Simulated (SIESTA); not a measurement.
Runs of SIESTA 5.4.2 on CuO (Tenorite). Symmetry: Cc, No. 9, monoclinic system. Conventional cell: a = 4.689 Å, b = 3.427 Å, c = 5.132 Å, α = 90.00°, β = 99.65°, γ = 90.00°. Around Cu (site symmetry 1) lie 4 O at 1.91 to 2.02 Å. Around O (site symmetry 1) lie 4 Cu at 1.91 to 2.02 Å. 

| task | level | potentials or basis | k mesh | wannier functions | bands left out below | projections | wannier mesh | gap on the mesh (eV) | pressure (GPa) | V0 of scaled cells (Å³/atom) | B0 (GPa) | largest force (eV/Å) |
| --- | --- | --- | --- | --- | --- | --- | --- | --- | --- | --- | --- | --- |
| band structure | PBEsol | PseudoDojo 0.4 standard (PBEsol files), DZP (energy shift 0.003 Ry; two zetas on semicore shells) | 10 × 10 × 5 | - | - | - | - | none | -1.5 | - | - | 0.78 |
| band structure | BLYP | PseudoDojo 0.4 standard (PBE files), DZP (energy shift 0.003 Ry; two zetas on semicore shells) | 10 × 10 × 5 | - | - | - | - | none | 13.6 | - | - | (a) |
| equation of state | LDA | PseudoDojo 0.4 standard (LDA files), DZP (energy shift 0.003 Ry; two zetas on semicore shells) | 10 × 10 × 5 | - | - | - | - | - | - | 9.73 | (b) | - |
| equation of state | PBEsol | PseudoDojo 0.4 standard (PBEsol files), DZP (energy shift 0.003 Ry; two zetas on semicore shells) | 10 × 10 × 5 | - | - | - | - | - | - | 10.08 | 182 | - |
| Wannier functions | PBEsol | PseudoDojo 0.4 standard (PBEsol files), DZP (energy shift 0.003 Ry; two zetas on semicore shells) | 8 × 8 × 4 | 25 | 0 | ["random"] | 6 × 6 × 3 | none | -1.5 | - | - | 0.78 |

Alike in all rows: no spin polarisation; cell as given; smearing fermi-dirac 0.05 eV; grid cutoff 800 Ry; energy shift 0.003 Ry.

Fill in the values left out.

(a) 0.86; (b) 204.

Caveats: short orbitals over semicore shells can move pressures by several GPa; the basis of atomic orbitals isn't converged, which shifts pressures, moduli and gaps; the run has no spin polarisation, though such a crystal can be magnetic; semilocal functionals often make such compounds metallic where correlation or magnetic order opens a gap, which also shifts bond lengths (some runs); the cell was scaled at fixed shape and fractional positions, which overstates the stiffness of a crystal with free parameters, most of all of layers and chains (some runs); the potentials were made for another functional, which shifts forces and pressure (some runs); the cell is metallic, so the lowest bands form no isolated group (some runs).

A k mesh can miss the band edges.

A gap of «none» marks a metal or a gap under the smearing width.

Not every run made on this cell is shown here.
